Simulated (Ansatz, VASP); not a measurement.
# Sn36Te11Se25 (SnSe0.7Te0.3, orthorhombic SnSe-type solid solution) in two plane-wave programs, part 3 of 3

Wanted: the spread between two codes on one cell, functional and k mesh. The cell is invented: As first built, before any earlier steps moved the atoms (in the runner's words): 1x3x3 conventional cells of the SnSe type (72 atoms: 25 Se, 36 Sn, 11 Te); Se/Te share their sites, the best of 600 random draws by like-pair counts in two shells; start lattice of SnSe; atoms moved at random by 0.02 A. It may not be a known or stable phase. Of the first pair: The structure shown is the start of the Ansatz relaxation below; VASP solves that cell, so the two are compared at the walk's first step.

VASP 6.6.1 and Ansatz 0.2.0.

So far. Step 3 (VASP: single point, PBE, start cell, pair 1): The run ends at a pressure of 6.47 GPa, with forces up to 2.2 eV/Å.

### 6. VASP: single point, PBE, relaxed cell, pair 2

Level of this step: PBE; plane waves and PAW (Se, Sn_d, Te); invented cell (VASP).

The same cell, functional, mesh and smearing now go to VASP, with its own data sets.

INCAR

```
SYSTEM = Sn36Te11Se25
PREC = Accurate
ENCUT = 500
EDIFF = 1E-06
NELM = 120
ISMEAR = -1
SIGMA = 0.01
LREAL = Auto
ALGO = Normal
GGA = PE
NBANDS = 424
LORBIT = 11
LWAVE = .FALSE.
LCHARG = .FALSE.
ISIF = 2
ISYM = 0
LASPH = .TRUE.
GGA_COMPAT = .FALSE.
EFERMI = MIDGAP
KPAR = 2
```

POSCAR

```
Sn36Te11Se25
1.0
   11.9702910000     -0.0042010000      0.0046880000
   -0.0046400000     12.9012740000      0.0031600000
    0.0054910000      0.0033510000     13.8477980000
Se Sn Te
25 36 11
Direct
    0.6485900000      0.2522200000      0.3289400000
    0.3565100000      0.0863900000      0.0035700000
    0.1464900000      0.2489100000      0.1718800000
    0.8548100000      0.0853300000      0.4909800000
    0.6409300000      0.2483700000      0.6595500000
    0.3522500000      0.0839800000      0.3396300000
    0.8542300000      0.0845800000      0.8257300000
    0.6478900000      0.2501000000      0.9905800000
    0.3541400000      0.0832200000      0.6754000000
    0.1459900000      0.2492300000      0.8367500000
    0.8582700000      0.4124600000      0.1590800000
    0.3522400000      0.4123500000      0.0023000000
    0.8498000000      0.4158600000      0.4985100000
    0.6420000000      0.5840300000      0.6598200000
    0.3548100000      0.4127700000      0.3420400000
    0.1427500000      0.5824600000      0.5075200000
    0.3588700000      0.4165900000      0.6749500000
    0.1459900000      0.5834300000      0.8399500000
    0.1448800000      0.9212600000      0.1710700000
    0.8559700000      0.7497000000      0.4924800000
    0.1411200000      0.9166500000      0.5091300000
    0.8544900000      0.7517600000      0.8237400000
    0.6424100000      0.9189200000      0.9875300000
    0.3538300000      0.7494500000      0.6718400000
    0.1489500000      0.9162500000      0.8387800000
    0.1245900000      0.0855200000      0.0375300000
    0.3748300000      0.2489300000      0.2070000000
    0.6151100000      0.0835000000      0.1197300000
    0.8794700000      0.2583900000      0.3029600000
    0.1228100000      0.0738400000      0.3664900000
    0.3833000000      0.2493500000      0.5439900000
    0.6245600000      0.0936100000      0.4703600000
    0.8737400000      0.2490800000      0.6295100000
    0.1243700000      0.0824300000      0.7043200000
    0.3756900000      0.2497600000      0.8676000000
    0.6234400000      0.0930300000      0.8027600000
    0.8784400000      0.2422800000      0.9641100000
    0.1224200000      0.4055100000      0.0295000000
    0.3855200000      0.5717200000      0.2022200000
    0.6281400000      0.4049800000      0.1365400000
    0.8871500000      0.5726300000      0.2945200000
    0.1251800000      0.4239900000      0.3678000000
    0.3740700000      0.5838600000      0.5388700000
    0.6201900000      0.4086100000      0.4675300000
    0.8732200000      0.5830100000      0.6293800000
    0.1266600000      0.4168700000      0.7053500000
    0.3754800000      0.5738100000      0.8659300000
    0.6147600000      0.4169700000      0.7899600000
    0.8888200000      0.5929800000      0.9599400000
    0.1166100000      0.7617300000      0.0331000000
    0.3747500000      0.9268200000      0.1978800000
    0.6163300000      0.7593900000      0.1285700000
    0.8856400000      0.9171400000      0.3097900000
    0.1153400000      0.7487300000      0.3771600000
    0.3730100000      0.9168800000      0.5398800000
    0.6243100000      0.7487000000      0.4733500000
    0.8860100000      0.9178700000      0.6215600000
    0.1252400000      0.7502500000      0.7066200000
    0.3794100000      0.9262700000      0.8646000000
    0.6233300000      0.7420100000      0.7999200000
    0.8725700000      0.9181300000      0.9578000000
    0.8623400000      0.0837300000      0.1586200000
    0.1361800000      0.2479900000      0.5115300000
    0.6399500000      0.5803100000      0.3212100000
    0.1382800000      0.5818900000      0.1731300000
    0.8632000000      0.4166300000      0.8181000000
    0.6425400000      0.5792800000      0.9912600000
    0.8642600000      0.7525200000      0.1568700000
    0.6392000000      0.9195100000      0.3272600000
    0.3633000000      0.7503300000      0.0091500000
    0.6388400000      0.9196900000      0.6567400000
    0.3610100000      0.7504300000      0.3419900000
```

KPOINTS

```
Points of the shifted mesh
4
Reciprocal
 0.2500000000  0.2500000000  0.0000000000 1
 0.2500000000  0.7500000000  0.0000000000 1
 0.7500000000  0.2500000000  0.0000000000 1
 0.7500000000  0.7500000000  0.0000000000 1
```

PAW data sets: Se, Sn_d and Te (PBE family, release 64).

Command:

```bash
mpirun -np 8 vasp_std
```

Numbers of over 12 decimals in the logs are rounded to 6 here.

The log of the run:

```text
[banner, memory and clock lines left out]
running    8 mpi-ranks, on    1 nodes
[...]
[... a notice as in an earlier step ...]

 LDA part: xc-table for (Slater+PW92), standard interpolation
 POSCAR, INCAR and KPOINTS ok, starting setup
[...]
entering main loop
       N       E                     dE             d eps       ncg     rms          rms(c)
DAV:   1     0.992831486657E+04    0.99283E+04   -0.28590E+05  3408   0.206E+03
DAV:   2     0.185991169415E+04   -0.80684E+04   -0.79238E+04  3392   0.607E+02
DAV:   3    -0.363587231693E+02   -0.18963E+04   -0.17973E+04  3784   0.239E+02
DAV:   4    -0.279867692364E+03   -0.24351E+03   -0.23426E+03  3976   0.774E+01
[...]
DAV:  14    -0.287928986878E+03    0.36715E-04   -0.20407E-04  4168   0.278E-02    0.134E-02
DAV:  15    -0.287928988987E+03   -0.21086E-05   -0.21697E-05  3712   0.148E-02    0.936E-03
DAV:  16    -0.287928989138E+03   -0.15109E-06   -0.18945E-06  2088   0.437E-03
   1 F= -.28792899E+03 E0= -.28792899E+03  d E =0.000000E+00
```

OUTCAR, selected parts (step 6):

```text
 POSITION                                       TOTAL-FORCE (eV/Angst)
 -----------------------------------------------------------------------------------
      7.76445      3.25234      4.55893        -0.007389     -0.002989     -0.015084
      4.26715      1.11306      0.05138         0.002940     -0.007310      0.013528
      1.75332      3.21122      2.38163        -0.007748     -0.000811      0.017692
     10.23462      1.09892      6.80327         0.007211     -0.002429     -0.014442
      7.67459      3.20381      9.13710         0.000181      0.002009     -0.013078
      4.21801      1.08311      4.70504         0.005972      0.006025      0.015574
     10.22952      1.09037     11.43881         0.006924     -0.001822     -0.013874
      7.75971      3.22721     13.72118        -0.005890     -0.000440     -0.012643
      4.24248      1.07442      9.35473         0.007439     -0.003455      0.013647
      1.75098      3.21758     11.58862        -0.008006     -0.002441      0.010670
     10.27270      5.31819      2.20823         0.004934     -0.001181     -0.016696
      4.21451      5.31837      0.03480         0.003978      0.002939      0.012047
     10.17316      5.36322      6.90856         0.003731      0.004858     -0.012882
      7.68584      7.53425      9.14191        -0.002244     -0.002005     -0.010457
[...]
-----------------------------------------------------------------------------------
    total drift:                                0.007754      0.004194      0.000619

  FREE ENERGIE OF THE ION-ELECTRON SYSTEM (eV)
  ---------------------------------------------------
  free  energy   TOTEN  =      -287.9289891376 eV

  energy  without entropy=     -287.9289891376  energy(sigma->0) =     -287.92898914

[... 1 part as in an earlier step ...]
```

The run ends at a pressure of 0.02 GPa, with forces up to 0.026 eV/Å.

### 7. Differences

What differs besides the data sets and the points named for the pairs above, as far as they apply: the data sets hold 1080 valence electrons in Ansatz (on its default PAW (the set named soft_2) files) and 720 in VASP; the cutoff is 420 eV in Ansatz and 500 eV in VASP (PREC = Accurate, projectors in real space). Total energies have different zeros and are not compared.

The two programs side by side:

```
              quantity  Ansatz   VASP  difference
        pressure (GPa)    0.01   0.02       -0.01
gap on the k mesh (eV)   1.018  1.012      +0.006
```

At this near-relaxed geometry the largest component of a force difference is 17 meV/Å. A gap on the mesh is an upper bound, since the band edges may lie between its points.

### 8. What came out

| Item | Value |
| --- | --- |
| r.m.s. force difference (single point, PBE, start cell, pair 1) | 1.8 % of the r.m.s. force |
| difference in gap on the k mesh (single point, PBE, relaxed cell, pair 2) | 0.0057 eV |
| r.m.s. force difference (single point, PBE, relaxed cell, pair 2) | 8.2 meV/Å |

**Reading.** The r.m.s. force difference is 8.2 meV/Å (single point, PBE, relaxed cell, pair 2), within the 12 meV/Å picked in this series as the mark of a large difference. The data sets hold unlike numbers of valence electrons (1080 in Ansatz and 720 in VASP), so part of the differences comes from the potentials. Such differences can come from data sets, numerical settings and the points named under the comparisons, not from the functional's error against experiment.

[Lines on the potential files, build, host, timing and source positions are cut from VASP's logs without a mark.]

[Logs are printed without paths, hosts, clocks, repeated set-up lines and the standing remarks that a program may print on its own settings, such as how far it seeks lower states.]

[Hosts, paths, dates, database ids (printed as entryN), source tags and the programs' standing remarks are cut or masked in the printed files.]
